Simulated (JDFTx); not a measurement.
Ge under changes of volume

One of the cells (18.253 Å³/atom); the others are scaled copies at fixed shape and fractional positions:

```
Ge
1.0
     1.48805   -2.59469    0.00000
     1.48805    2.59469    0.00000
     0.00000    0.00000    4.72760
Ge
2
Cartesian
  1.4881 0.8643 1.1819
  1.4881 -0.8643 3.5457
```

This isn't the form of Ge at room conditions, which is diamond.

| Property | Result |
| --- | --- |
| Program | JDFTx 1.7.0 (patched build) |
| Functional | PBEsol |
| Potentials or basis | PseudoDojo-SR-PBEsol-0.4.1-standard with smoothed tails |
| Cutoff | 1061 eV |
| Density cutoff | 8490 eV |
| k mesh | 10 × 10 × 6 |
| Occupations | fermi-dirac, width 0.05 eV |
| Spin | no spin polarisation |

| volume (Å³/atom) | energy over the lowest point (meV/atom) | pressure (GPa) | largest force (eV/Å) |
| --- | --- | --- | --- |
| 17.158 | 22.10 | 6.1 | 0.003 |
| 17.523 | 10.41 | 4.0 | 0.002 |
| 17.888 | 3.19 | 2.2 | 0.001 |
| 18.253 | 0.00 | 0.5 | 0.001 |
| 18.618 | 0.43 | -1.0 | 0.000 |
| 18.984 | ? | ? | ? |
| 19.349 | 10.77 | -3.6 | 0.001 |

What does the run at 18.984 Å³/atom give?

Energy over the lowest point 4.14 meV/atom; pressure -2.3 GPa; largest force 0.000 eV/Å.

Worked out: A Birch-Murnaghan fit of order 3 (a polynomial in V^(-2/3)) to the other rows has its minimum at 18.39 Å³/atom with B0 = V·E''(V) = 77 GPa and B' = 4.3 at fixed shape and positions, which overstates the stiffness. It gives 4.13 meV/atom at 18.984 Å³/atom, against the run's 4.14, and -dE/dV = -2.3 GPa, against -2.3.

Energies are extrapolated to zero smearing.
